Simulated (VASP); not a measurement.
# Rb (Im-3m) in VASP: further runs

Aim: see how the results for Rb move with the level of theory and the settings. Levels: PBE+D3(BJ), r2SCAN. Tasks: relaxation of the atoms, relaxation of cell and atoms.

Everything below comes from runs of VASP 6.6.1. Logs are shortened: lines on timing, memory, paths and dates and some standing lists are left out, and cuts for length are marked.

## (1) The crystal as given

The structure is cubic, space group Im-3m (No. 229). Conventional cell: a = 5.605 Å, b = 5.605 Å, c = 5.605 Å, α = 90.00°, β = 90.00°, γ = 90.00°.

## (2) Relaxation of the atoms, PBE+D3(BJ) (a relaxed cell with its volume scaled by 1.06)

Contents of INCAR:

```
SYSTEM = Rb
  PREC = Accurate
  ENCUT = 600
  EDIFF = 1E-7
  ISMEAR = 1
  SIGMA = 0.1
  LREAL = .False.
  LASPH = .True.
  NELM = 80
  ALGO = Normal
  ISIF = 2
  LWAVE = .False.
  LCHARG = .False.
  GGA = PE
  IVDW = 12
  IBRION = 2
  NSW = 40
  EDIFFG = -0.01
```

Contents of KPOINTS:

```
Automatic mesh
0
Gamma
  10 10 10
  0 0 0
```

Contents of POSCAR:

```
Rb                                      
1.0
   -2.8343858871      2.8343858871      2.8343858871
    2.8343858871     -2.8343858871      2.8343858871
    2.8343858871      2.8343858871     -2.8343858871
  Rb            
     1
Direct
     0.0000000000000000    0.0000000000000000    0.0000000000000000
```

Potentials or basis: VASP PAW PBE potentials, release 64 (Rb_sv).

On the command line:

```console
$ cat potpaw_PBE.64/Rb_sv/POTCAR > POTCAR
$ mpirun -np 1 vasp_std > vasp.out
```

OUTCAR:

```text
SYSTEM = Rb
   PREC = Accurate
   ENCUT = 600
   EDIFF = 1E-7
   ISMEAR = 1
   LREAL = .False.
   LASPH = .True.
   NELM = 80
   ISIF = 2
   GGA = PE
   IVDW = 12
   IBRION = 2
   NSW = 40
   EDIFFG = -0.01
 IVDW          = 12

 ion  position               nearest neighbor table
   1  0.000  0.000  0.000-

  LATTYP: Found a body centered cubic cell.
 ALAT       =     5.6687717742

  Lattice vectors:

 A1 = (  -2.8343858871,   2.8343858871,   2.8343858871)
 A2 = (   2.8343858871,  -2.8343858871,   2.8343858871)
 A3 = (   2.8343858871,   2.8343858871,  -2.8343858871)

Analysis of symmetry for initial positions (statically):
=====================================================================
 Subroutine PRICEL returns:
 Original cell was already a primitive cell.

 Routine SETGRP: Setting up the symmetry group for a
 body centered cubic supercell.

 Subroutine GETGRP returns: Found 48 space group operations
 (whereof 48 operations were pure point group operations)
 out of a pool of 48 trial point group operations.

The static configuration has the point symmetry O_h .

Analysis of symmetry for dynamics (positions and initial velocities):
=====================================================================
 Subroutine PRICEL returns:
 Original cell was already a primitive cell.

 Routine SETGRP: Setting up the symmetry group for a
 body centered cubic supercell.

 Subroutine GETGRP returns: Found 48 space group operations
 (whereof 48 operations were pure point group operations)
 out of a pool of 48 trial point group operations.

The dynamic configuration has the point symmetry O_h .

 Subroutine INISYM returns: Found 48 space group operations
 (whereof 48 operations are pure point group operations),
 and found     1 'primitive' translations

----------------------------------------------------------------------------------------

                                     Primitive cell

  volume of cell :      91.0829

  direct lattice vectors                    reciprocal lattice vectors
    -2.834385887  2.834385887  2.834385887     0.000000000  0.176405056  0.176405056
     2.834385887 -2.834385887  2.834385887     0.176405056  0.000000000  0.176405056
     2.834385887  2.834385887 -2.834385887     0.176405056  0.176405056  0.000000000

  length of vectors
     4.909300365  4.909300365  4.909300365     0.249474422  0.249474422  0.249474422

  position of ions in fractional coordinates (direct lattice)
     0.000000000  0.000000000  0.000000000

  ion indices of the primitive-cell ions
   primitive index   ion index
                 1           1

----------------------------------------------------------------------------------------

 KPOINTS: Automatic mesh

Automatic generation of k-mesh.
 Grid dimensions read from file:
 generate k-points for:   10   10   10

 Generating k-lattice:

  Cartesian coordinates                     Fractional coordinates (reciprocal lattice)
     0.000000000  0.017640506  0.017640506     0.100000000  0.000000000  0.000000000
     0.017640506  0.000000000  0.017640506     0.000000000  0.100000000  0.000000000
     0.017640506  0.017640506  0.000000000     0.000000000  0.000000000  0.100000000

  Length of vectors
     0.024947442  0.024947442  0.024947442

  Shift w.r.t. Gamma in fractional coordinates (k-lattice)
     0.000000000  0.000000000  0.000000000

 Subroutine IBZKPT returns following result:
 ===========================================

 Found     47 irreducible k-points:

 Following reciprocal coordinates:
            Coordinates               Weight
  0.000000  0.000000  0.000000      1.000000
  0.100000  0.000000  0.000000     12.000000
  0.200000  0.000000  0.000000     12.000000
  0.300000  0.000000  0.000000     12.000000
  0.400000  0.000000  0.000000     12.000000
  0.500000  0.000000  0.000000      6.000000
[... 16 lines left out ...]
  0.300000  0.300000  0.100000      8.000000
 -0.300000  0.300000  0.100000     24.000000
 [... further k-points ...]
   k-points           NKPTS =     47   k-points in BZ     NKDIM =     47   number of bands    NBANDS=      8
   number of dos      NEDOS =    301   number of ions     NIONS =      1
   total plane-waves  NPLWV =  64000
   dimension x,y,z NGX =    40 NGY =   40 NGZ =   40
   dimension x,y,z NGXF=    80 NGYF=   80 NGZF=   80
   ions per type =               1
   NGX,Y,Z   is equivalent  to a cutoff of  13.55, 13.55, 13.55 a.u.
   NGXF,Y,Z  is equivalent  to a cutoff of  27.09, 27.09, 27.09 a.u.
 SYSTEM =  Rb
   PREC   = accura    normal or accurate (medium, high low for compatibility)
   ISTART =      0    job   : 0-new  1-cont  2-samecut
   ICHARG =      2    charge: 1-file 2-atom 10-const
   ISPIN  =      1    spin polarized calculation?
   LNONCOLLINEAR =      F non collinear calculations
   LSORBIT =      F    spin-orbit coupling
   LASPH  =      T    aspherical Exc in radial PAW
   ENCUT  =  600.0 eV  44.10 Ry    6.64 a.u.   9.81  9.81  9.81*2*pi/ulx,y,z
   NELM   =     80;   NELMIN=  2; NELMDL= -5     # of ELM steps
   EDIFF  = 0.1E-06   stopping-criterion for ELM
   LREAL  =      F    real-space projection
   EDIFFG = -.1E-01   stopping-criterion for IOM
   NSW    =     40    number of steps for IOM
   IBRION =      2    ionic relax: 0-MD 1-quasi-New 2-CG
   NFREE  =      1    steps in history (QN), initial steepest desc. (CG)
   ISIF   =      2    stress and relaxation
   ISYM   =      2    0-nonsym 1-usesym 2-fastsym
   POTIM  = 0.5000    time-step for ionic-motion
   TEBEG  =    0.0;   TEEND  =   0.0 temperature during run
   PSTRESS=    0.0 pullay stress
   NELECT =       9.0000    total number of electrons
   NUPDOWN=      -1.0000    fix difference up-down
   EMIN   =  10.00;   EMAX   =-10.00  energy-range for DOS
   EFERMI =   0.00;   METHOD = LEGACY
   ISMEAR =     1;   SIGMA  =   0.10  broadening in eV -4-tet -1-fermi 0-gaus
   EFERMI_NEDOS =   21; number of points for ismear=-14 and -15
   IALGO  =     38    algorithm
   IMIX   =      4    mixing-type and parameters
     AMIX     =   0.40;   BMIX     =  1.00
     AMIX_MAG =   1.60;   BMIX_MAG =  1.00
  volume/ion in A,a.u.               =      91.08       614.66
  Fermi-wavevector in a.u.,A,eV,Ry     =   0.756850  1.430240  7.793723  0.572822
  Thomas-Fermi vector in A             =   1.855064
   LORBIT       =      0    0 simple, 1 ext, 2 COOP (PROOUT), +10 PAW based schemes
   GGA     = PE    functional components
   LHFCALC =     F    Hartree Fock is set to
   AEXX    =    0.0000 exact exchange contribution
   IVDW    =    12    specifies the selected vdW correction
   LEPSILON=     F    determine dielectric tensor
   LRPA    =     F    only Hartree local field effects (RPA)
 conjugate gradient relaxation of ions
 non-spin polarized calculation
 Methfessel and Paxton  Order N= 1 SIGMA  =   0.10
  energy-cutoff  :      600.00
  volume of cell :       91.08
 maximum number of plane-waves:      3062
   NGX = 19   NGY = 19   NGZ = 19

 number of electron       9.0000000 magnetization

 Free energy of the ion-electron system (eV)
  ---------------------------------------------------
  ext. energy  EPLUGINS =         0.00000000
  ---------------------------------------------------
  free energy    TOTEN  =        -0.93273582 eV

  energy without entropy =       -0.93194578  energy(sigma->0) =       -0.93247247

 E-fermi :   0.0155     XC(G=0):  -5.4645

 val. band max:        0.0095252293   @ k =  -0.3000   0.4000   0.2000
 cond. band min:       0.0919366507   @ k =  -0.4000   0.4000   0.2000
 fundamental gap:      0.0824114214
 Fermi energy:         0.0154847510

 k-point     1 :       0.0000    0.0000    0.0000
  band No.  band energies     occupation
      1     -28.8936      2.00000
      2     -12.9359      2.00000
      3     -12.9359      2.00000
      4     -12.9359      2.00000
      5      -1.9612      2.00000
      6       3.6877      0.00000
      7       3.6877      0.00000
      8       3.6877      0.00000

 k-point     2 :       0.1000    0.0000    0.0000
  band No.  band energies     occupation
      1     -28.8932      2.00000
      2     -12.9452      2.00000
      3     -12.9390      2.00000
      4     -12.9359      2.00000
      5      -1.8433      2.00000
      6       3.4957      0.00000
      7       3.5255      0.00000
      8       3.7962      0.00000

 k-point     3 :       0.2000    0.0000    0.0000
  band No.  band energies     occupation
      1     -28.8921      2.00000
      2     -12.9694      2.00000
      3     -12.9470      2.00000
      4     -12.9359      2.00000
      5      -1.5003      2.00000
      6       2.8541      0.00000
      7       3.1910      0.00000
      8       4.1166      0.00000

 k-point     4 :       0.3000    0.0000    0.0000
  band No.  band energies     occupation
      1     -28.8909      2.00000
      2     -12.9988      2.00000
      3     -12.9568      2.00000
      4     -12.9359      2.00000
      5      -0.9644      2.00000
      6       2.0923      0.00000
      7       2.8762      0.00000
      8       4.4784      0.00000

 k-point     5 :       0.4000    0.0000    0.0000
  band No.  band energies     occupation
      1     -28.8898      2.00000
      2     -13.0222      2.00000
      3     -12.9648      2.00000
      4     -12.9359      2.00000
      5      -0.2959      2.00010
      6       1.3450     -0.00000
      7       2.6670      0.00000
      8       4.3754      0.00000
[... 177 lines left out ...]
 k-point    22 :      -0.2000    0.2000    0.1000
  band No.  band energies     occupation
      1     -28.8918      2.00000
      2     -12.9693      2.00000
      3     -12.9502      2.00000
      4     -12.9434      2.00000
      5      -1.3879      2.00000
      6       2.8858      0.00000
      7       3.1950      0.00000
      8       3.7031      0.00000

 k-point    23 :       0.3000    0.3000    0.1000
  band No.  band energies     occupation
      1     -28.8892      2.00000
      2     -12.9956      2.00000
      3     -12.9956      2.00000
      4     -12.9556      2.00000
      5       1.1484     -0.00000
      6       1.1484     -0.00000
      7       1.2970     -0.00000
      8       3.2790      0.00000

 k-point    24 :      -0.3000    0.3000    0.1000
  band No.  band energies     occupation
      1     -28.8905      2.00000
      2     -12.9975      2.00000
      3     -12.9602      2.00000
      4     -12.9431      2.00000
      5      -0.8578      2.00000
      6       2.1261      0.00000
      7       2.9147      0.00000
      8       3.7655      0.00000

 [... further k-points ...]

------------------------ aborting loop because EDIFF is reached ----------------------------------------

 Edisp (eV)   -0.10167

 E8    (eV) :    -0.0584

  FORCE on cell =-STRESS in cart. coord.  units (eV):
  Direction    XX          YY          ZZ          XY          YZ          ZX
  --------------------------------------------------------------------------------------
  -------------------------------------------------------------------------------------
  Total      -0.09605    -0.09605    -0.09605    -0.00000    -0.00000     0.00000
  in kB      -1.68959    -1.68959    -1.68959    -0.00000    -0.00000     0.00000
  external pressure =       -1.69 kB  Pullay stress =        0.00 kB

 VOLUME and BASIS-vectors are now :
 -----------------------------------------------------------------------------
  energy-cutoff  :      600.00
  volume of cell :       91.08
      direct lattice vectors                 reciprocal lattice vectors
    -2.834385887  2.834385887  2.834385887     0.000000000  0.176405056  0.176405056
     2.834385887 -2.834385887  2.834385887     0.176405056  0.000000000  0.176405056
     2.834385887  2.834385887 -2.834385887     0.176405056  0.176405056  0.000000000

 POSITION                                       TOTAL-FORCE (eV/Angst)
 -----------------------------------------------------------------------------------
      0.00000      0.00000      0.00000         0.000000      0.000000      0.000000
 -----------------------------------------------------------------------------------
    total drift:                                0.000000      0.000000     -0.000000

  FREE ENERGIE OF THE ION-ELECTRON SYSTEM (eV)
  ---------------------------------------------------
  free  energy   TOTEN  =        -1.0344010170 eV

  energy  without entropy=       -1.0336109793  energy(sigma->0) =       -1.03413767

 reached required accuracy - stopping structural energy minimisation
```

Wall time 19 s (1 thread of Intel Xeon Platinum 8488C (Sapphire Rapids), shared host); peak memory 0.25 GiB.

Results:

- Free energy: -1.0344 eV
- Pressure after relaxing: -0.2 GPa
- Band gap on the k mesh: none (metal or under the smearing width)
- Dispersion energy per atom: -0.102 eV

Final structure:
```
CELL_PARAMETERS angstrom
-2.83439 2.83439 2.83439
2.83439 -2.83439 2.83439
2.83439 2.83439 -2.83439
ATOMIC_POSITIONS crystal
Rb 0.00000 0.00000 0.00000
```

Levels at points of the mesh, in eV from the Fermi level:
```tsv
k point	band 1	band 2	band 3	band 4	band 5	band 6	band 7	band 8
(0.00, 0.00, 0.00)	-28.91	-12.95	-12.95	-12.95	-1.98	3.67	3.67	3.67
(0.50, 0.00, 0.00)	-28.90	-13.05	-12.98	-12.95	0.23	0.77	2.58	4.24
(0.50, 0.50, 0.50)	-28.90	-13.02	-13.02	-13.02	1.25	1.25	3.24	3.24
```

Caveat: the relaxation stopped at its first step, so nothing moved; pairwise dispersion overbinds metals, which lowers pressure and volume.

## (3) Relaxation of cell and atoms, r2SCAN

Contents of INCAR:

```
ALGO = Normal
EDIFF = 1E-6
EDIFFG = -0.01
ENCUT = 600
IBRION = 2
ISIF = 3
ISMEAR = 1
LASPH = True
LCHARG = False
LMIXTAU = True
LREAL = False
LWAVE = False
METAGGA = R2SCAN
NELM = 80
NSW = 90
PREC = Accurate
SIGMA = 0.1
```

Contents of KPOINTS:

```
k-points
0
Gamma
  10 10 10
```

Contents of POSCAR:

```
Rb
1.0
   -2.8025000000      2.8025000000      2.8025000000
    2.8025000000     -2.8025000000      2.8025000000
    2.8025000000      2.8025000000     -2.8025000000
Rb
1
Direct
    0.0000000000      0.0000000000      0.0000000000
```

Potentials or basis: VASP PAW PBE potentials, release 64 (Rb_sv).

On the command line:

```console
$ cat potpaw_PBE.64/Rb_sv/POTCAR > POTCAR
$ mpirun -np 1 vasp_std > vasp.out
```

It took 12 min on 1 thread of AMD EPYC 7R13 (Zen 3), shared host; peak memory 0.25 GiB.

The run converged. Its results:

- Free energy: -13.9158 eV
- Relaxed volume: 94.65 Å³/atom
- Relaxed cell: a = 4.973 Å, b = 4.973 Å, c = 4.973 Å, α = 109.47°, β = 109.47°, γ = 109.47°
- Space group after relaxing (to 0.05 Å): Im-3m (No. 229)
- Energy gained by relaxing: 4.8 meV/atom
- Ionic steps: 3
- Pressure after relaxing: 0.0 GPa
- Band gap on the k mesh: none (metal or under the smearing width)

Step by step:
| step | energy change (eV) | largest force (eV/Å) | pressure (GPa) | volume (Å³) |
| --- | --- | --- | --- | --- |
| 1 | 0.0000 | 0.0000 | 0.23 | 88.04 |
| 2 | -0.0020 | 0.0000 | 0.17 | 89.67 |
| 3 | -0.0048 | 0.0000 | 0.01 | 94.65 |

Final structure:
```
Rb
1.0
    -2.87096    2.87096    2.87096
     2.87096   -2.87096    2.87096
     2.87096    2.87096   -2.87096
Rb
1
Direct
  0.00000 0.00000 0.00000
```

Levels at points of the mesh, in eV from the Fermi level:
| k point | band 2 | band 3 | band 4 | band 5 | band 6 | band 7 | band 8 |
| --- | --- | --- | --- | --- | --- | --- | --- |
| (0.00, 0.00, 0.00) | -13.60 | -13.60 | -13.60 | -2.04 | 4.07 | 4.07 | 4.07 |
| (0.50, 0.00, 0.00) | -13.68 | -13.62 | -13.60 | 0.36 | 0.69 | 2.86 | 4.71 |
| (0.50, 0.50, 0.50) | -13.66 | -13.66 | -13.66 | 1.34 | 1.34 | 3.41 | 3.41 |

Caveat: the PAW data sets were made with another functional, which shifts forces and pressure a little.

(Part 1 of 2 ends here.)
